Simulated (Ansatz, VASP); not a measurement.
# InGa7P8: VASP beside Ansatz, part 2 of 3

Aim: how closely do two programs agree when they are given the same cell, functional and k mesh? The cell is taken from a series of runs on this material, whose earlier steps may have relaxed, scaled, displaced or heated it; both programs get it as it stands.

VASP 6.6.1 and Ansatz 0.2.0.

So far: Starting point; VASP: relaxation of cell and atoms, PBEsol, pair 1.

## Step 3: Ansatz: relaxation of cell and atoms, PBEsol, pair 1

Level of this step: Ansatz beside VASP: Kohn-Sham DFT, plane waves, PBEsol (Ansatz).

Ansatz runs on its PAW soft_1 files.

The same cell, functional, mesh and smearing now go to Ansatz.

Input file input.yaml:

```yaml
crystal:
  lattice:
    - [0.0, 5.502375, 5.502375]
    - [5.502375, 0.0, 5.502375]
    - [5.502375, 5.502375, 0.0]
  atoms:
    - { symbol: In, position: [0.0, 0.0, 0.0] }
    - { symbol: Ga, position: [0.0, 0.0, 0.5] }
    - { symbol: Ga, position: [0.0, 0.5, 1.0] }
    - { symbol: Ga, position: [0.0, 0.5, 0.5] }
    - { symbol: Ga, position: [0.5, 0.0, 1.0] }
    - { symbol: Ga, position: [0.5, 0.0, 0.5] }
    - { symbol: Ga, position: [0.5, 0.5, 1.0] }
    - { symbol: Ga, position: [0.5, 0.5, 0.5] }
    - { symbol: P, position: [0.375, 0.375, 0.375] }
    - { symbol: P, position: [0.375, 0.375, 0.875] }
    - { symbol: P, position: [0.375, 0.875, 0.375] }
    - { symbol: P, position: [0.375, 0.875, 0.875] }
    - { symbol: P, position: [0.875, 0.375, 0.375] }
    - { symbol: P, position: [0.875, 0.375, 0.875] }
    - { symbol: P, position: [0.875, 0.875, 0.375] }
    - { symbol: P, position: [0.875, 0.875, 0.875] }
kpoints:
  mp_grid: { grid: [4, 4, 4] }
scf:
  occupations: { method: fermi_dirac, width: 0.02 }
hamiltonian:
  xc: pbesol
  pseudopotentials: { kind: paw, azcp: { folder: soft_1 }, xc_functional: pbe }
basis:
  ecutwfc: 600
output:
  forces: true
  stress: true
  write_density: true
  write_potential: true
  elf: true
  volumetric_format: npy
relax:
  f_tol: 0.005
  max_steps: 70
  cell: { stress_tol: 0.02, p_target: 0 }
```

Run with:

```
> ansatz run input.yaml --threads 4 --pin off --max-ram 10240MiB --backend cpu --events-out ev --progress --plain --runs-dir out
```

Numbers of over 12 decimals in the logs are rounded to 6 here.

The program printed:

```text
Engine: ansatz 0.2.0, aarch64-unknown-linux-gnu
Pseudopotentials: kind: paw
Pseudopotential: In, paw, valence charge 13, recommended cutoff 420 eV (normal), soft_1/In.paw.azcp
Pseudopotential: Ga, paw, valence charge 13, recommended cutoff 420 eV (normal), soft_1/Ga.paw.azcp
Pseudopotential: P, paw, valence charge 5, recommended cutoff 420 eV (normal), soft_1/P.paw.azcp
Functional definition: PBEsol
  exchange = pbesol_x
  correlation = pbesol_c
Crystal: 16 atoms, lattice volume = 333.181 Å³
Basis set: ecut = 600 eV, 11113 PW (Γ), exchange–correlation on 128×128×128 points (8 copies of the dense FFT grid, shifted against one another)
Bands: 88, of which v1, the nominal top of the filled ones, is band 72 counted from 1 (71 counted from 0)
Symmetry: 24 space group operations
Space group: F-43m (ITA 216), of the structure as read, at distance tolerance 6.9e-5 Å
k-points: 8 of 64 (time reversal used)
Non-local potential: In, projectors of the file, l = 0: 2, l = 1: 2, l = 2: 2, l = 3: 1
Non-local potential: Ga, projectors of the file, l = 0: 2, l = 1: 2, l = 2: 3, l = 3: 1
Non-local potential: P, projectors of the file, l = 0: 2, l = 1: 2, l = 2: 1
PAW form: soft (Blöchl's): semilocal exchange-correlation on the pseudo side does not see the compensation charge
PAW frozen core: In, regenerated for the run's functional, and the local potential with it (the file was generated under x = pbe(κ = 0.804, μ = 0.219515), c = pbe(β = 0.066725))
PAW frozen core: Ga, regenerated for the run's functional, and the local potential with it (the file was generated under x = pbe(κ = 0.804, μ = 0.219515), c = pbe(β = 0.066725))
PAW frozen core: P, regenerated for the run's functional, and the local potential with it (the file was generated under x = pbe(κ = 0.804, μ = 0.219515), c = pbe(β = 0.066725))
PAW one-centre angular grid: In, 590 points (default); XC on 64 Gauss nodes
PAW one-centre angular grid: Ga, 590 points (default); XC on 64 Gauss nodes
PAW one-centre angular grid: P, 110 points (default); XC on 64 Gauss nodes
Initial density: superposition of atomic densities (chi_scale 0.1, normalization cell, long waves kept (reshape's long-wave potential 0.01 eV rms))
Initial wavefunctions: pseudopotential atomic-orbital guess
Functional: x = pbesol(κ = 0.804, μ = 0.123457), c = pbesol(β = 0.046)
SCF iter   1: F=—  HF=-37655.089166 eV  |F-HF|=—  |Δ(HF+E_count)|=         —  Δρ=4.32e-2  dr2=5.18e0  ethr=3.10e-3  ⟨swp⟩=7.9  Hψ=3204  notcnv=0  defer=2
preconditioner: auto → Resta (q_TF=auto, 2.372 Å⁻¹)  ε∞=4.2  [insulator: Δε(μ)=1.657 eV  Ē_g=13.604 eV  σ=0.020 eV  W_gap=1.00  n_scr=64 (ndim 8)  ℏωp=24.4 eV  f_vac=0.000  D(μ)=0.00/eV (n_scr^D=0)  ε∞_Penn≈4.2]
SCF iter   2: F=—  HF=-37654.062430 eV  |F-HF|=—  |Δ(HF+E_count)|=    1.03e0  Δρ=2.50e-2  dr2=1.45e0  ethr=3.10e-3  ⟨swp⟩=2.2  Hψ=1028  notcnv=0  defer=74
SCF iter   3: F=—  HF=-37653.891341 eV  |F-HF|=—  |Δ(HF+E_count)|=   1.71e-1  Δρ=6.18e-3  dr2=1.19e-1  ethr=1.01e-3  ⟨swp⟩=2.8  Hψ=1249  notcnv=0  defer=74
SCF iter   4: F=—  HF=-37653.774048 eV  |F-HF|=—  |Δ(HF+E_count)|=   1.17e-1  Δρ=1.98e-3  dr2=2.07e-2  ethr=8.26e-5  ⟨swp⟩=3.1  Hψ=1315  notcnv=0  defer=74
SCF iter   5: F=—  HF=-37653.777016 eV  |F-HF|=—  |Δ(HF+E_count)|=   2.97e-3  Δρ=8.35e-4  dr2=2.59e-3  ethr=1.43e-5  ⟨swp⟩=3.0  Hψ=1261  notcnv=0  defer=74
SCF iter   6: F=—  HF=-37653.779348 eV  |F-HF|=—  |Δ(HF+E_count)|=   2.33e-3  Δρ=2.31e-4  dr2=1.77e-4  ethr=1.80e-6  ⟨swp⟩=2.4  Hψ=1200  notcnv=0  defer=74
SCF iter   7: F=—  HF=-37653.779358 eV  |F-HF|=—  |Δ(HF+E_count)|=   9.69e-6  Δρ=4.68e-5  dr2=5.00e-6  ethr=1.23e-7  ⟨swp⟩=2.0  Hψ=1202  notcnv=0  defer=74
SCF iter   8: F=—  HF=-37653.779456 eV  |F-HF|=—  |Δ(HF+E_count)|=   9.79e-5  Δρ=1.73e-5  dr2=6.22e-7  ethr=3.47e-9  ⟨swp⟩=2.0  Hψ=1280  notcnv=0  defer=74
SCF iter   9: F=—  HF=-37653.779457 eV  |F-HF|=—  |Δ(HF+E_count)|=   9.43e-7  Δρ=8.57e-6  dr2=1.91e-7  ethr=6.94e-11  ⟨swp⟩=11.5  Hψ=5972  notcnv=0
SCF iter  10: F=-37653.779457 eV  HF=-37653.779457 eV  |F-HF|=3.29e-8  |Δ(HF+E_count)|=   1.42e-7  Δρ=2.80e-6  dr2=2.30e-8  ethr=6.94e-11  ⟨swp⟩=10.6  Hψ=5149  notcnv=0
SCF 1 converged in 10 iterations: F = -37653.779457 eV  dr2 = 2.30e-8
  Residual-converged pass: ⟨swp⟩=1.0  Hψ=736  notcnv=0  max |occ|·‖R‖ = 6.9e-9 eV (tolerance 1.0e-8 eV)  dr2=2.30e-8  dr2_onsite=3.58e-8  max |Δocc| = 7.3e-27
  greatest PAW one-centre occupation: 0.994 electrons in one spin orbital (limit 2), on the Ga atom at site 5 (counted from 0), in its partial waves of l = 2
relax step   1: F+E_penalty+E_count = -37653.77945659 eV  Δ(F+E_penalty+E_count) = +0.000e0 eV  max|allowed force component| = 9.831e-1 eV/Å  Δτ_max = 0.0000 Å  P = +0.173 GPa  Ω = 333.181 Å³  (10 SCF iters, dr2 threshold 1.00e-7 eV, accepted)
Crystal: 16 atoms, lattice volume = 333.745 Å³
Initial density: handed on by an earlier stage of this run
[...]
SCF iter   3: F=—  HF=-37654.103438 eV  |F-HF|=—  |Δ(HF+E_count)|=  5.82e-11  Δρ=6.78e-7  dr2=1.90e-9  ethr=3.12e-12  ⟨swp⟩=2.0  Hψ=1252  notcnv=0
SCF iter   4: F=—  HF=-37654.103438 eV  |F-HF|=—  |Δ(HF+E_count)|=  9.68e-10  Δρ=3.30e-7  dr2=3.69e-10  ethr=1.32e-12  ⟨swp⟩=2.0  Hψ=1180  notcnv=0
SCF iter   5: F=—  HF=-37654.103438 eV  |F-HF|=—  |Δ(HF+E_count)|=  7.28e-12  Δρ=1.27e-7  dr2=6.02e-11  ethr=1.00e-12  ⟨swp⟩=2.0  Hψ=984  notcnv=0
SCF iter   6: F=-37654.103438 eV  HF=-37654.103438 eV  |F-HF|=7.28e-12  |Δ(HF+E_count)|=  7.28e-12  Δρ=5.20e-8  dr2=7.56e-12  ethr=1.00e-12  ⟨swp⟩=8.5  Hψ=3764  notcnv=0
SCF 5 converged in 6 iterations: F = -37654.103438 eV  dr2 = 7.56e-12
  greatest PAW one-centre occupation: 0.994 electrons in one spin orbital (limit 2), on the Ga atom at site 6 (counted from 0), in its partial waves of l = 2
relax step   5: F+E_penalty+E_count = -37654.10343777 eV  Δ(F+E_penalty+E_count) = +1.200e-5 eV  max|allowed force component| = 1.156e-3 eV/Å  Δτ_max = 0.0000 Å  P = -0.001 GPa  Ω = 331.986 Å³  stress off target by 5.88e-4 GPa  SCF on the basis re-selected at this cell (its energy is not comparable with the rows above)  (6 SCF iters)
basis re-selected at this cell: Δ(F+E_penalty+E_count) = +1.200e-5 eV, ΔP = -0.000 GPa vs the last step (what re-selecting the basis moved, of the pressure what is left beyond the Pulay correction that the steps carried, after the strain that the cell walked since its last selection, with what the two solves' SCF thresholds leave and, on support functions, any second-order correction that the steps lacked; it is no m [...]
SCF converged after 6 iterations
Free energy (F): -37654.103438 eV
Harris-Foulkes:  -37654.103438 eV  (|F-HF|=7.28e-12)
Internal energy: -37654.103438 eV  (E = F + TS)
E sigma→0 (E₀):  -37654.103438 eV
Fermi energy:    7.748882 eV
--- Per-component energies (eV) ---
  E_band       = -469.687279
  E_kinetic    = 1552.729976
  E_local      = -13073.947660  (includes V_loc(G=0)·N_el)
  E_nonlocal   = -51.677849
  E_hartree    = 7636.536037
  E_xc         = -1159.233060
  E_vxc        = -971.281682  (∫ρ·V_xc dr)
  E_paw        = -22153.726212  (= ΣΔE_a)
  E_vpaw       = -3198.581931  (= ΣTr[D̂ρ^β])
  E_aug_tail   = -0.000162  (compensation charges beyond the density's cutoff)
  E_ewald      = -10411.430036
  E_core_change = 6.645526  (= ΣΔE_core)
  E_smearing   = -0.000000  (= −TS)
  E_closure    = 0.000000  (closes the sum)
  Σ components = -37654.103438   (vs F -37654.103438, Δ=0.00e0)
--- Forces (eV/Å), atoms counted from 1 ---
  atom   1  In    -0.00000000     0.00000000     0.00000000
  atom   2  Ga    -0.00000000     0.00000000    -0.00057241
  atom   3  Ga    -0.00000000    -0.00057241     0.00000000
  atom   4  Ga     0.00057241     0.00000000     0.00000000
  atom   5  Ga    -0.00057241     0.00000000     0.00000000
  atom   6  Ga    -0.00000000     0.00057241     0.00000000
  atom   7  Ga    -0.00000000     0.00000000     0.00057241
  atom   8  Ga     0.00000000     0.00000000     0.00000000
  atom   9  P      0.00012310     0.00012310     0.00012310
  atom  10  P     -0.00012310    -0.00012310     0.00012310
  atom  11  P     -0.00012310     0.00012310    -0.00012310
  atom  12  P     -0.00115623     0.00115623     0.00115623
  atom  13  P      0.00012310    -0.00012310    -0.00012310
  atom  14  P      0.00115623    -0.00115623     0.00115623
  atom  15  P      0.00115623     0.00115623    -0.00115623
  atom  16  P     -0.00115623    -0.00115623    -0.00115623
  max |Σ_I F_I| component: 4.61e-16 eV/Å
--- Stress (GPa, compression-positive) ---
       -0.000588      -0.000000      -0.000000
       -0.000000      -0.000588       0.000000
       -0.000000       0.000000      -0.000588
  P = ⅓ Tr σ = -0.0006 GPa (-0.006 kbar)
--- Band table (eV; the first three rows and the last of 8) ---
  k-point 0: bands = [... 68 lower, 6.0695, 7.0616, 7.0616, 7.0616, 8.4372, 8.4439, 8.4439, 8.4439, ... 12 higher]
  k-point 1: bands = [... 68 lower, 6.0713, 6.0713, 6.8468, 6.8468, 8.6248, 8.8089, 8.8268, 8.8268, ... 12 higher]
  k-point 2: bands = [... 68 lower, 6.2921, 6.2921, 6.5125, 6.5125, 8.9019, 9.0326, 9.2526, 9.2879, ... 12 higher]
  k-point 7: bands = [... 68 lower, 5.6795, 5.7236, 5.8945, 5.9177, 10.1047, 10.1431, 10.2159, 10.2497, ... 12 higher]
--- Relaxed structure (4 steps of the walk, 4 accepted, 1 SCFs on fresh bases) ---
  F+E_penalty+E_count = -37654.10343777 eV   max|allowed force component| = 1.156e-3 eV/Å   (the final SCF, on the basis selected at the relaxed cell)
  cell:  # Å, volume = 331.9864 Å³
    - [0, 5.495790, 5.495790]
    - [5.495790, 0, 5.495790]
    - [5.495790, 5.495790, 0]
  atoms:
    - { symbol: In, position: [1.9950561341994607e-19, 0, -3.349723879643541e-19] }
    - { symbol: Ga, position: [0.00010222, 0.00010222, 0.499898] }
    - { symbol: Ga, position: [0.00010222, 0.499898, 1.000102] }
    - { symbol: Ga, position: [0.00010222, 0.499898, 0.499898] }
    - { symbol: Ga, position: [0.499898, 0.00010222, 1.000102] }
    - { symbol: Ga, position: [0.499898, 0.00010222, 0.499898] }
    - { symbol: Ga, position: [0.499898, 0.499898, 1.000102] }
    - { symbol: Ga, position: [0.5, 0.5, 0.5] }
    - { symbol: P, position: [0.374987, 0.374987, 0.374987] }
    - { symbol: P, position: [0.374987, 0.374987, 0.875040] }
    - { symbol: P, position: [0.374987, 0.875040, 0.374987] }
    - { symbol: P, position: [0.390582, 0.869806, 0.869806] }
    - { symbol: P, position: [0.875040, 0.374987, 0.374987] }
    - { symbol: P, position: [0.869806, 0.390582, 0.869806] }
    - { symbol: P, position: [0.869806, 0.869806, 0.390582] }
    - { symbol: P, position: [0.869806, 0.869806, 0.869806] }
```

Reading the cycles: dr2 is the Hartree energy of the density residual (eV), the measure of convergence; HF is the Harris–Foulkes estimate of the energy, which meets the free energy F at convergence.

## Step 4: Side by side

Known differences besides the potentials themselves: the cutoff is 600 eV in Ansatz and 500 eV in VASP; Ansatz makes its cores anew for this functional, VASP keeps those of its PBE data sets; Ansatz adds a Pulay correction to the stress that steers its cell, VASP none. Total energies have different zeros and are not compared.

Compared:

```csv
quantity,Ansatz,VASP,difference
volume (Å³),331.99,331.67,+0.10 %
"edge a after relaxation, in the typed setting (Å)",7.772,7.770,+0.03 %
```

## Step 5: Ansatz: relaxation of cell and atoms, PBEsol, pair 2

The relaxed volume is the usual yardstick between codes: in a stiff, nearly cubic crystal its relative difference is about their pressure difference at one cell divided by the bulk modulus. Its start cell is another than that of the pair before, and may be another structure of the material.

The cell is taken from a series of runs on this material, whose earlier steps may have relaxed, scaled, displaced or heated it; both programs get it as it stands.

input.yaml, the sections that differ from step 3:

```yaml
crystal:
  lattice:
    - [0.0, 5.607125, 5.607125]
    - [5.607125, 0.0, 5.607125]
    - [5.607125, 5.607125, 0.0]
  atoms:
    - { symbol: In, position: [0.0, 0.0, 0.0] }
    - { symbol: In, position: [0.0, 0.0, 0.5] }
    - { symbol: In, position: [0.0, 0.5, 1.0] }
    - { symbol: Ga, position: [0.0, 0.5, 0.5] }
    - { symbol: Ga, position: [0.5, 0.0, 1.0] }
    - { symbol: Ga, position: [0.5, 0.0, 0.5] }
    - { symbol: Ga, position: [0.5, 0.5, 1.0] }
    - { symbol: Ga, position: [0.5, 0.5, 0.5] }
    - { symbol: P, position: [0.375, 0.375, 0.375] }
    - { symbol: P, position: [0.375, 0.375, 0.875] }
    - { symbol: P, position: [0.375, 0.875, 0.375] }
    - { symbol: P, position: [0.375, 0.875, 0.875] }
    - { symbol: P, position: [0.875, 0.375, 0.375] }
    - { symbol: P, position: [0.875, 0.375, 0.875] }
    - { symbol: P, position: [0.875, 0.875, 0.375] }
    - { symbol: P, position: [0.875, 0.875, 0.875] }
output:
  forces: true
  stress: true
# kpoints, scf, hamiltonian, basis, relax: as in step 3
```

The program printed:

```text
[...]
Crystal: 16 atoms, lattice volume = 352.574 Å³
Basis set: ecut = 600 eV, 11791 PW (Γ), exchange–correlation on 128×128×128 points (8 copies of the dense FFT grid, shifted against one another)
Bands: 88, of which v1, the nominal top of the filled ones, is band 72 counted from 1 (71 counted from 0)
Symmetry: 6 space group operations
[...]
- { symbol: P, position: [0.374915, 0.375028, 0.375028] }
    - { symbol: P, position: [0.389967, 0.369995, 0.870019] }
    - { symbol: P, position: [0.389967, 0.870019, 0.369995] }
    - { symbol: P, position: [0.389967, 0.870019, 0.870019] }
    - { symbol: P, position: [0.864343, 0.385684, 0.385684] }
    - { symbol: P, position: [0.864343, 0.385684, 0.864289] }
    - { symbol: P, position: [0.864343, 0.864289, 0.385684] }
    - { symbol: P, position: [0.857532, 0.880823, 0.880823] }
[key lines of the parts left out:]
SCF converged after 5 iterations
Free energy (F): -41217.558298 eV
Fermi energy:    7.481194 eV
P = ⅓ Tr σ = -0.0009 GPa (-0.009 kbar)
```

## Step 6: VASP: relaxation of cell and atoms, PBEsol, pair 2

The same cell, functional, mesh and smearing now go to VASP, with its own data sets.

Input file INCAR:

```
SYSTEM = In3Ga5P8
PREC = Accurate
ENCUT = 500
EDIFF = 1E-07
NELM = 120
ISMEAR = -1
SIGMA = 0.02
LREAL = .FALSE.
ALGO = Normal
GGA = PS
NBANDS = 89
LORBIT = 11
LWAVE = .FALSE.
LCHARG = .FALSE.
ISIF = 3
IBRION = 2
NSW = 80
EDIFFG = -0.005
LASPH = .TRUE.
GGA_COMPAT = .FALSE.
NELMIN = 4
EFERMI = MIDGAP
KPAR = 4
```

Input file POSCAR:

```
In3Ga5P8
1.0
    0.0000000000      5.6071250000      5.6071250000
    5.6071250000      0.0000000000      5.6071250000
    5.6071250000      5.6071250000      0.0000000000
In Ga P
3 5 8
Direct
    0.0000000000      0.0000000000      0.0000000000
    0.0000000000      0.0000000000      0.5000000000
    0.0000000000      0.5000000000      0.0000000000
    0.0000000000      0.5000000000      0.5000000000
    0.5000000000      0.0000000000      0.0000000000
    0.5000000000      0.0000000000      0.5000000000
    0.5000000000      0.5000000000      0.0000000000
    0.5000000000      0.5000000000      0.5000000000
    0.3750000000      0.3750000000      0.3750000000
    0.3750000000      0.3750000000      0.8750000000
    0.3750000000      0.8750000000      0.3750000000
    0.3750000000      0.8750000000      0.8750000000
    0.8750000000      0.3750000000      0.3750000000
    0.8750000000      0.3750000000      0.8750000000
    0.8750000000      0.8750000000      0.3750000000
    0.8750000000      0.8750000000      0.8750000000
```

Input file KPOINTS:

```
Automatic mesh
0
Gamma
4 4 4
0 0 0
```

Potentials, in the order of the species: In_d, Ga_d and P (PBE family, release 64).

Run with:

```
> mpirun -np 4 vasp_std
```

The program printed:

```text
[banner, memory and clock lines left out]
running    4 mpi-ranks, on    1 nodes
[...]
[... a notice as in an earlier step ...]

 LDA part: xc-table for (Slater+PW92), standard interpolation
 POSCAR, INCAR and KPOINTS ok, starting setup
[...]
entering main loop
       N       E                     dE             d eps       ncg     rms          rms(c)
DAV:   1     0.156587303154E+04    0.15659E+04   -0.59474E+04  2492   0.214E+03
DAV:   2     0.268774277201E+03   -0.12971E+04   -0.12440E+04  2354   0.636E+02
DAV:   3    -0.458229451395E+02   -0.31460E+03   -0.29472E+03  2675   0.238E+02
DAV:   4    -0.766597791374E+02   -0.30837E+02   -0.30204E+02  2868   0.720E+01
[...]
DAV:  16    -0.759480301730E+02   -0.10613E-06   -0.30959E-06  2780   0.172E-02    0.248E-03
DAV:  17    -0.759480302497E+02   -0.76769E-07   -0.17344E-06  2412   0.159E-02    0.277E-03
DAV:  18    -0.759480301906E+02    0.59095E-07   -0.47379E-07  2052   0.468E-03
   1 F= -.75948030E+02 E0= -.75948030E+02  d E =-.759480E+02
[... from here on, the cycles between the ionic steps are left out ...]
   2 F= -.76462444E+02 E0= -.76462444E+02  d E =-.514414E+00
   4 F= -.76529738E+02 E0= -.76529738E+02  d E =-.401109E-01
   5 F= -.76536051E+02 E0= -.76536051E+02  d E =-.464242E-01
   6 F= -.76540339E+02 E0= -.76540339E+02  d E =-.428736E-02
   7 F= -.76540748E+02 E0= -.76540748E+02  d E =-.469692E-02
   8 F= -.76540958E+02 E0= -.76540958E+02  d E =-.210316E-03
   9 F= -.76540959E+02 E0= -.76540959E+02  d E =-.210479E-03
  10 F= -.76541014E+02 E0= -.76541014E+02  d E =-.552793E-04
  11 F= -.76541014E+02 E0= -.76541014E+02  d E =-.558482E-04
  12 F= -.76541014E+02 E0= -.76541014E+02  d E =-.559353E-04
  13 F= -.76541018E+02 E0= -.76541018E+02  d E =-.369278E-05
 trial-energy change:   -0.000004  1 .order   -0.000004   -0.000006   -0.000002
 step:   1.6274(harm=  1.6274)  dis= 0.00030  next Energy=   -76.541019 (dE=-0.436E-05)
 reached required accuracy - stopping structural energy minimisation
```

OUTCAR, selected parts (step 6):

```text
  Total        0.0078479      0.0078479      0.0078479     -0.0062539      0.0062539     -0.0062539
  in kB        0.0356655      0.0356655      0.0356655     -0.0284214      0.0284214     -0.0284214
  external PRESSURE =       0.0356655 kB  Pullay stress =       0.0000000 kB

 POSITION                                       TOTAL-FORCE (eV/Angst)
 -----------------------------------------------------------------------------------
      0.00002      0.00846      0.00846        -0.000865      0.000287      0.000287
      2.79269      2.80113      0.00846        -0.000287      0.000865      0.000287
      2.79269      0.00846      2.80113        -0.000287      0.000287      0.000865
      5.59406      8.41168      8.41168         0.001726     -0.001726     -0.001726
     -0.00275      2.80390      2.80390         0.001160     -0.001160     -0.001160
      8.39663      5.60911      8.40699        -0.000396      0.000396      0.000287
      8.39663      8.40699      5.60911        -0.000396      0.000287      0.000396
      5.59875      5.60911      5.60911        -0.000287      0.000396      0.000396
      4.19885      4.20459      4.20459         0.000516     -0.000516     -0.000516
      6.94281      7.06293      4.26098         0.000106     -0.000106      0.000234
      6.94281      4.26098      7.06293         0.000106      0.000234     -0.000106
      9.74476      7.06293      7.06293        -0.000234     -0.000106     -0.000106
      4.31396      7.01098      7.01098        -0.001081      0.000313      0.000313
      6.99476      9.69178      7.01098        -0.000313      0.001081      0.000313
      6.99476      7.01098      9.69178        -0.000313      0.000313      0.001081
      9.86037      9.74766      9.74766         0.000844     -0.000844     -0.000844
 -----------------------------------------------------------------------------------
    total drift:                               -0.000022      0.000016      0.000016

  FREE ENERGIE OF THE ION-ELECTRON SYSTEM (eV)
  ---------------------------------------------------
  free  energy   TOTEN  =       -76.5410181864 eV

  energy  without entropy=      -76.5410181864  energy(sigma->0) =      -76.54101819

[... 1 part as in an earlier step ...]

[... 3 further parts left out ...]
[key lines of the parts left out:]
E-fermi :   5.3173
```

The run keeps the 6 symmetry operations of its start, so it cannot find a distortion of lower symmetry.

## Step 7: Differences

Compared:

```csv
quantity,Ansatz,VASP,difference
volume (Å³),352.84,352.55,+0.08 %
"edge a after relaxation, in the typed setting (Å)",7.939,7.936,+0.03 %
"edge b after relaxation, in the typed setting (Å)",7.925,7.923,+0.02 %
```

(Continued in part 3 of 3.)

[Lines on the potential files, build, host, timing and source positions are cut from VASP's logs without a mark.]

[Logs are printed without paths, hosts, clocks, repeated set-up lines and the standing remarks that a program may print on its own settings, such as how far it seeks lower states.]

[Hosts, paths, dates, database ids (printed as entryN), source tags and the programs' standing remarks are cut or masked in the printed files.]
